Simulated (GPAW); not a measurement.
# Fe2 Ta5 Fe2 001: parallel and opposed starts

Wanted: the moments of Fe2 Ta5 Fe2 001 and the energy of each order that was tried.

Calculated with GPAW 26.7.0; PBE; plane waves with GPAW's PAW setups, scalar-relativistic.

**1. Set-up**

The cell holds 9 atoms: 4 Fe and 5 Ta. Cell: a = 3.303 Å, b = 3.303 Å, c = 23.494 Å, α = 90.0°, β = 90.0°, γ = 90.0°. ideal sites on the substrate's mesh, layer spacings from atomic volumes, unrelaxed, 12 A of vacuum. Vacuum lies along c.

**2. Run 1 (ferro ++++)**

Parallel moments need no larger cell; this start tests for a ferromagnetic state only.

Contents of order1.py:

```python
import json
import numpy as np
from ase import Atoms
from ase.parallel import paropen, parprint
from gpaw import GPAW

atoms = Atoms(['Fe', 'Fe', 'Ta', 'Ta', 'Ta', 'Ta', 'Ta', 'Fe', 'Fe'],
    cell=[[3.303, 0.0, 0.0],
         [0.0, 3.303, 0.0],
         [0.0, 0.0, 23.494243]],
    scaled_positions=[[0.0, 0.0, 0.255382],
         [0.5, 0.5, 0.301418],
         [0.0, 0.0, 0.359549],
         [0.5, 0.5, 0.429775],
         [0.0, 0.0, 0.5],
         [0.5, 0.5, 0.570225],
         [0.0, 0.0, 0.640451],
         [0.5, 0.5, 0.698582],
         [0.0, 0.0, 0.744618]],
    pbc=True,
    magmoms=[2.6, 2.6, 0.0, 0.0, 0.0, 0.0, 0.0, 2.6, 2.6])
atoms.calc = GPAW(mode={'name': 'pw', 'ecut': 450},
    xc='PBE',
    kpts={'size': (20, 20, 1), 'gamma': True},
    occupations={'name': 'fermi-dirac', 'width': 0.05},
    convergence={'density': 1e-05, 'energy': 1e-05},
    maxiter=200,
    mixer={'name': 'pulay', 'beta': 0.03, 'nmaxold': 8, 'weight': 100},
    symmetry={'tolerance': 1e-4},
    txt='order1.txt')
e = atoms.get_potential_energy(force_consistent=True)
res = {'free_energy': e, 'energy_sigma0': atoms.get_potential_energy(), 'fermi_energy': atoms.calc.get_fermi_level()}
res['moments'] = atoms.get_magnetic_moments().tolist()
res['total'] = atoms.get_magnetic_moment()
parprint('site moments (muB):', np.round(res['moments'], 3))
parprint(f"total moment: {res['total']:.3f} muB")
parprint(f'free energy: {e:.6f} eV')
atoms.calc.write('order1.gpw')
with paropen('results.json', 'w') as f:
    json.dump(res, f)
```

Command:

```
$ OMP_NUM_THREADS=1 mpirun -n 4 gpaw python order1.py > order1.log
```

Numbers of over 12 decimals in the logs are rounded to 6 here.

The program printed:

```text
site moments (muB): [ 2.708  2.126 -0.285  0.004  0.008  0.004 -0.285  2.126  2.708]
total moment: 9.215 muB
free energy: -81.741326 eV

--- order1.txt ---
Input parameters:
  mode=PW(ecut=450),
  convergence={'density': 1e-05, 'energy': 1e-05},
  kpts=MonkhorstPack(size=(20, 20, 1), gamma=True),
  maxiter=200,
  mixer=Pulay(name='pulay', nmaxold=8, beta=0.03, weight=100, sigma=0.015, g_ss=None),
  occupations=Occupations(name='fermi-dirac', width=0.05),
  symmetry=Symmetry(tolerance=0.0001),
  xc=XC(name='PBE')

Diagonalizing LCAO Hamiltonian
Converting LCAO to pw mode
   .-------.
  /|       |
 * |       |
 | |       |
 | |       |
 | |       |
 | |       |
 | |       |
 | |       |
 Fe|       |
 | |  Fe   |
 | |       |
 Ta|       |
 | |  Ta   |
 | |       |
 | |       |
 | |       |
 Ta|       |
 | |  Ta   |
 | |       |
 | |       |
 Ta|  Fe   |
 | |       |
 | |       |
 Fe|       |
 | |       |
 | |       |
 | |       |
 | |       |
 | .-------.
 |/       /
 *-------*

Atoms  # Å, Bohr magnetons
|   | symbol |        x |        y |         z |    initial magnetic moments |
|---|--------|----------|----------|-----------|-----------------------------|
| 0 |     Fe | 0.000000 | 0.000000 |  6.000007 | ( 0.0000,  0.0000,  2.6000) |
| 1 |     Fe | 1.651500 | 1.651500 |  7.081588 | ( 0.0000,  0.0000,  2.6000) |
| 2 |     Ta | 0.000000 | 0.000000 |  8.447332 | ( 0.0000,  0.0000,  0.0000) |
| 3 |     Ta | 1.651500 | 1.651500 | 10.097238 | ( 0.0000,  0.0000,  0.0000) |
| 4 |     Ta | 0.000000 | 0.000000 | 11.747122 | ( 0.0000,  0.0000,  0.0000) |
| 5 |     Ta | 1.651500 | 1.651500 | 13.397005 | ( 0.0000,  0.0000,  0.0000) |
| 6 |     Ta | 0.000000 | 0.000000 | 15.046911 | ( 0.0000,  0.0000,  0.0000) |
| 7 |     Fe | 1.651500 | 1.651500 | 16.412655 | ( 0.0000,  0.0000,  2.6000) |
| 8 |     Fe | 0.000000 | 0.000000 | 17.494236 | ( 0.0000,  0.0000,  2.6000) |

Unit cell  # Å
| periodic |        x |        y |         z |   lengths |    angles |
|----------|----------|----------|-----------|-----------|-----------|
|      yes | 3.303000 | 0.000000 |  0.000000 |  3.303000 | 90.000000 |
|      yes | 0.000000 | 3.303000 |  0.000000 |  3.303000 | 90.000000 |
|      yes | 0.000000 | 0.000000 | 23.494243 | 23.494243 | 90.000000 |

Number of symmetries: 16

BZ-sampling:
  Number of BZ points: 400
  Number of IBZ points: 66

  Monkhorst-Pack size: [20, 20, 1]
  Monkhorst-Pack shift: [0.025, 0.025, 0.0]

K-points  # in reciprocal-cell coordinates
|     |                                coordinates |     weight |
|-----|--------------------------------------------|------------|
|   0 | ( -0.00000000,  -0.00000000,   0.00000000) | 0.00250000 |
|   1 | (  0.05000000,  -0.00000000,   0.00000000) | 0.01000000 |
|   2 | (  0.05000000,   0.05000000,   0.00000000) | 0.01000000 |
|   3 | (  0.10000000,  -0.00000000,   0.00000000) | 0.01000000 |
|   4 | (  0.10000000,   0.05000000,   0.00000000) | 0.02000000 |
|   5 | (  0.10000000,   0.10000000,   0.00000000) | 0.01000000 |
|   6 | (  0.15000000,  -0.00000000,   0.00000000) | 0.01000000 |
|   7 | (  0.15000000,   0.05000000,   0.00000000) | 0.02000000 |
|   8 | (  0.15000000,   0.10000000,   0.00000000) | 0.02000000 |
|   9 | (  0.15000000,   0.15000000,   0.00000000) | 0.01000000 |
| ... |                                            |            |
|  65 | (  0.50000000,   0.50000000,   0.00000000) | 0.00250000 |

Plane wave coefficients: 5594
Cutoff: 450.000000 eV

Spin-components: 2 (collinear spins)
Bands:           69
Projectors:      54
Spin-degeneracy: 1
Datatype:        complex128

Parallelization:
  kpt:    4
  domain: 1
  band:   1

Density:
  Valence electrons: 97.0
  Components: 2
  Grid points: [ 18  18 120]
  Charge: 0.0  # |e|

Potential:
  Grid points: [ 18  18 120]

species:
  Fe:
    name:    Iron
    Z:       26.0
    valence: 8
    core:    18
    charge:  0.0  # [|e|]
    compensation charges:
      type: gauss
      rc: 0.33  # [Å]
      lmax: 2
    cutoffs:
      filter: 2.06  # [Å]
      core: 2.67  # [Å]
    projectors
    | kind |    occ | energy [eV] | rcut [Å] |
    |------|--------|-------------|----------|
    |   4s |  2.000 |      -5.291 |    1.164 |
    |   4p |  0.000 |      -1.326 |    1.058 |
    |   3d |  6.000 |      -7.505 |    1.058 |
    |    s |        |      21.920 |    1.164 |
    |    p |        |      25.885 |    1.058 |
    |    d |        |      19.706 |    1.058 |

    Using partial waves for Fe as LCAO basis

  Ta:
    name:    Tantalum
    Z:       73.0
    valence: 13
    core:    60
    charge:  0.0  # [|e|]
    compensation charges:
      type: gauss
      rc: 0.42  # [Å]
      lmax: 2
    cutoffs:
      filter: 2.36  # [Å]
      core: 3.45  # [Å]
    projectors
    | kind |    occ | energy [eV] | rcut [Å] |
    |------|--------|-------------|----------|
    |   5s |  2.000 |     -72.790 |    1.365 |
    |   6s |  2.000 |      -5.429 |    1.365 |
    |   5p |  6.000 |     -39.427 |    1.349 |
    |   6p |  0.000 |      -1.396 |    1.349 |
    |   5d |  3.000 |      -3.603 |    1.307 |
    |    d |        |      23.609 |    1.307 |

    Using partial waves for Ta as LCAO basis

Reference energy: -2259340.025404  # eV

eigensolver:
  PPCG
  Converge bands: occupied
  niter=2

density mixing:
  Pulay-Mixer
  Linear mixing parameters: 0.03
  Old densities: 8
  Fourier metric: weight=100, sigma=0.015

occupation numbers:
  Fermi-Dirac:
    width: 0.0500  # eV

poisson solver:
  ecut: 3600.000000  # eV

xc functional:
  name: PBE with 2 nearest neighbor stencil

convergence criteria:
- Maximum integral of absolute [dens]ity change: 1e-05 electrons / valence electron
- Maximum [total energy] change in last 3 cyles: 1e-05 eV / valence electron
- Maximum integral of absolute [eigenst]ate change: 4e-08 eV^2 / valence electron
maximum number of iterations: 200

SCF iterations
|iter     |      energy | eigst |  dens |  magmom |
|---------|-------------|-------|-------|---------|
|iter:   1|       0s |  -84.045917 | +0.23 |       | +10.4184|
|iter:   2|      28s |  -83.489900 | -1.44 | -1.00 | +10.3805|
|iter:   3|      56s |  -82.924794 | -2.05 | -1.07 | +10.3332|
|iter:   4|      84s |  -82.719851 | -2.73 | -1.11 | +10.3109|
|iter:   5|     112s |  -81.578559 | -0.89 | -1.13 | +10.0378|
|iter:   6|     139s |  -81.555103 | -2.25 | -1.32 | +10.0530|
|iter:   7|     167s |  -81.502914 | -1.73 | -1.33 |  +9.8488|
|iter:   8|     195s |  -81.547165 | -2.59 | -1.51 |  +9.8122|
|iter:   9|     223s |  -81.518503 | -2.18 | -1.53 |  +9.7401|
|iter:  10|     250s |  -81.550164 | -2.86 | -1.63 |  +9.6966|
[... 32 iterations left out ...]
|iter:  43|    1106s |  -81.706843c| -8.30c| -4.50 |  +9.2148|
|iter:  44|    1119s |  -81.706842c| -8.30c| -4.50 |  +9.2150|
|iter:  45|    1132s |  -81.706840c| -7.81c| -4.59 |  +9.2153|
|iter:  46|    1145s |  -81.706840c| -8.02c| -4.69 |  +9.2153|
|iter:  47|    1158s |  -81.706840c| -8.66c| -4.70 |  +9.2152|
|iter:  48|    1171s |  -81.706840c| -8.06c| -4.75 |  +9.2151|
|iter:  49|    1183s |  -81.706840c| -8.20c| -4.82 |  +9.2149|
|iter:  50|    1196s |  -81.706840c| -8.36c| -4.95 |  +9.2148|
|iter:  51|    1209s |  -81.706840c| -8.55c| -4.97 |  +9.2147|
|iter:  52|    1222s |  -81.706841c| -8.39c| -5.02c|  +9.2146|

Converged in 52 steps
Energy contributions relative to reference atoms: (reference = -2259340.025404)

Energy contributions:
  Kinetic:          72.919608
  Coulomb:         -71.199755
  Zero:             -0.777509
  External:          0.000000
  Xc:              -82.614700
  Entropy:          -0.068971
  Spinorbit:         0.000000
  ----------------------------
  Free energy:     -81.741326
  Extrapolated:    -81.706841

dipole moment: (-51.628885, -51.628885, -0.000542)  # |e|*Ang

Total magnetic moment: (0.000000, 0.000000, 9.214591)

Local magnetic moments
|        x |        y |         z |
|----------|----------|-----------|
| 0.000000 | 0.000000 |  2.707643 |  # Fe   0
| 0.000000 | 0.000000 |  2.126368 |  # Fe   1
| 0.000000 | 0.000000 | -0.285145 |  # Ta   2
| 0.000000 | 0.000000 |  0.004064 |  # Ta   3
| 0.000000 | 0.000000 |  0.008360 |  # Ta   4
| 0.000000 | 0.000000 |  0.004064 |  # Ta   5
| 0.000000 | 0.000000 | -0.285145 |  # Ta   6
| 0.000000 | 0.000000 |  2.126368 |  # Fe   7
| 0.000000 | 0.000000 |  2.707643 |  # Fe   8

Fermi level: 4.304
Eigenvalues  # (at kpt = [-0.000, -0.000, 0.000])
| band index |      eig [eV] | occ [0-1] |      eig [eV] | occ [0-1] |
|------------|---------------|-----------|---------------|-----------|
|          0 |       -62.915 |     1.000 |       -63.032 |     1.000 |
|        ... |               |           |               |           |
|         39 |         2.373 |     1.000 |         4.093 |     0.986 |
|         40 |         2.450 |     1.000 |         4.258 |     0.713 |
|         41 |         2.451 |     1.000 |         4.258 |     0.713 |
|         42 |         2.657 |     1.000 |         4.259 |     0.708 |
|         43 |         2.657 |     1.000 |         4.259 |     0.708 |
|         44 |         2.659 |     1.000 |         4.420 |     0.089 |
|         45 |         2.659 |     1.000 |         4.429 |     0.076 |
|         46 |         2.830 |     1.000 |         4.991 |     0.000 |
|         47 |         3.507 |     1.000 |         5.044 |     0.000 |
|         48 |         3.508 |     1.000 |         5.044 |     0.000 |
|         49 |         3.988 |     0.998 |         5.204 |     0.000 |
|         50 |         4.961 |     0.000 |         5.362 |     0.000 |
|         51 |         4.961 |     0.000 |         5.362 |     0.000 |
|         52 |         5.074 |     0.000 |         5.482 |     0.000 |
|         53 |         5.074 |     0.000 |         5.744 |     0.000 |
|         54 |         5.332 |     0.000 |         5.804 |     0.000 |
|        ... |               |           |               |           |
|         68 |         8.982 |     0.000 |         9.093 |     0.000 |

No gap
No difference between direct/indirect transitions
```

The job ended after 21 min (4 MPI ranks of Arm Neoverse V1, shared host; peak memory 1.9 GiB; 84 min of CPU time).

Spin moment in the augmentation sphere by atom:

| atom | spin moment in the augmentation sphere (μB) |
| --- | --- |
| Fe1 | 2.71 |
| Fe2 | 2.13 |
| Ta3 | -0.29 |
| Ta4 | 0.00 |
| Ta5 | 0.01 |
| Ta6 | 0.00 |
| Ta7 | -0.29 |
| Fe8 | 2.13 |
| Fe9 | 2.71 |

This step gave:

```yaml
magnetization: 9.215 μB
final_state: ferromagnetic
```

After 52 cycles the largest moment stands at 2.71 μB.

(Continued in part 2 of 2.)

[Logs and program files are shortened in this print: banners, set-up blocks, solver, clock and traceback lines can be left out without a mark of their own.]

[Logs are printed without paths, hosts, clocks, repeated set-up lines and the standing remarks that a program may print on its own settings, such as how far it seeks lower states.]

[Hosts, paths, dates, database ids (printed as entryN), source tags and the programs' standing remarks are cut or masked in the printed files.]

[Where a cell is said to come from a database of computed structures, the database is the Materials Project.]
